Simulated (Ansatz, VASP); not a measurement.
Given: the input of a run of VASP 6.6.1 on NaF (Villiaumite).

The input INCAR:

```
SYSTEM = NaF
ALGO = Normal ; EDIFF = 1E-6
ENCUT = 520 ; GGA = PS
ISIF = 2 ; ISMEAR = -1
LASPH = .TRUE. ; LCHARG = .FALSE.
LREAL = .FALSE. ; LWAVE = .FALSE.
NBANDS = 14 ; NELM = 60
PREC = Accurate ; SIGMA = 0.05
```

Contents of KPOINTS:

```
k-points
0
G
  10 10 10
  0 0 0
```

File POSCAR:

```
NaF
1.0
    0.0000000000      2.3505298169      2.3505298169
    2.3505298169      0.0000000000      2.3505298169
    2.3505298169      2.3505298169      0.0000000000
Na F
1 1
Direct
    0.0000000000      0.0000000000      0.0000000000
    0.5000000000      0.5000000000      0.5000000000
```

Potentials or basis: VASP PAW PBE potentials, release 64 (Na_pv, F).

Command:

```sh
$ cat potpaw_PBE.64/Na_pv/POTCAR potpaw_PBE.64/F/POTCAR > POTCAR
$ mpirun -np 1 vasp_std > vasp.out
```

Task: Translate it to Ansatz 0.2.0. Potentials there: all-electron LAPW, scalar-relativistic.

Result: As run (the cutoff follows the program's own potentials):

input.yaml

```yaml
crystal:
  lattice:
    - [0.0, 2.3505298169, 2.3505298169]
    - [2.3505298169, 0.0, 2.3505298169]
    - [2.3505298169, 2.3505298169, 0.0]
  atoms:
    - { symbol: Na, position: [0.0, 0.0, 0.0] }
    - { symbol: F, position: [0.5, 0.5, 0.5] }
kpoints:
  mp_grid: { grid: [10, 10, 10] }
scf:
  occupations: { method: fermi_dirac, width: 0.05 }
hamiltonian:
  xc: pbesol
  pseudopotentials: { kind: all_electron, lapw: { basis_error: 0.0005 } }
output:
  forces: true
  stress: true
  eigenvalues: true
```

Potentials or basis: all-electron LAPW, scalar-relativistic.

The run is started by

```bash
$ ansatz run input.yaml --threads 1 --pin off --max-ram 3072MiB --backend cpu --events-out ev --progress --plain --runs-dir out
```

Both were run:

|  | VASP | Ansatz | Ansatz less VASP |
| --- | --- | --- | --- |
| gap on the k mesh at the Fermi level (eV) | 5.94 | 5.95 | +0.011 |
| least direct gap on the mesh (eV) | 5.94 | 5.95 | +0.011 |
| pressure (GPa) | -2.1 | -2.0 | +0.14 |

Ansatz ran all-electron here, so the differences hold the error of VASP's frozen core and of both bases.

Caveats: the PAW data sets were made with another functional, which shifts forces and pressure a little (VASP). A k mesh can miss the band edges.
